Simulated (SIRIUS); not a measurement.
**W: single point with PBE**

The system is W.

```xyz
1
Lattice="-1.5448 1.6151 1.6310 1.5711 -1.5452 1.5875 1.5457 1.5461 -1.5612" Properties=species:S:1:pos:R:3 pbc="T T T"
W     0.0307    0.0413   -0.0058
```

The cell isn't the ideal one: cell strained at random at fixed volume.

```yaml
Program: SIRIUS 7.12.0
Task: single point
Functional: PBE
Potentials_or_basis: PseudoDojo 0.4.1 PBE standard (scalar relativistic)
Cutoff: 1030 eV
Density_cutoff: 4119 eV
k_mesh: 12 × 12 × 12
Occupations: fermi-dirac, width 0.05 eV
Spin: no spin polarisation
```

The pressure is 6.1 GPa. The band gap on the k mesh is none (metal or under the smearing width).

Stress tensor (GPa, compression positive):
```
11.80  0.62 -2.18
 0.62  6.03 -6.30
-2.18 -6.30  0.58
```

Run time: 120 s on 1 thread of Intel(R) Xeon(R) Platinum 8488C (Sapphire Rapids), with other jobs on the host, peak memory 1.9 GiB.

Spin-orbit coupling is left out, which matters for the levels of W.
